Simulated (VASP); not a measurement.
Crystal: ZnS.

```
Zn S
1.0
     0.00000    2.68033    2.68033
     2.68033    0.00000    2.68033
     2.68033    2.68033    0.00000
Zn S
1 1
Cartesian
  1.3402 1.3402 1.3402
  0.0000 0.0000 0.0000
```

Base run:

| Item | Value |
| --- | --- |
| Program | VASP 6.6.1 |
| Functional | HSE06 |
| Potentials or basis | VASP PAW PBE potentials, release 64 (Zn, S) |
| Cutoff | 520 eV |
| k mesh | 6 × 6 × 6 |
| Occupations | gaussian, width 0.03 eV |
| Spin | no spin polarisation |

Its results: band gap on the k mesh 3.46 eV, direct; pressure 2.9 GPa.

After a change of settings the same cell gave: band gap on the k mesh 2.22 eV, direct; pressure 3.7 GPa. Which change was it?
A. functional from HSE06 to PBE0
B. functional from HSE06 to PBE
C. functional from HSE06 to PBE-EpsX

B.

HSE06 gives the wider gap, since exact exchange removes part of the self-interaction.

Caveats: the PAW data sets were made with another functional, which shifts forces and pressure a little (some runs).
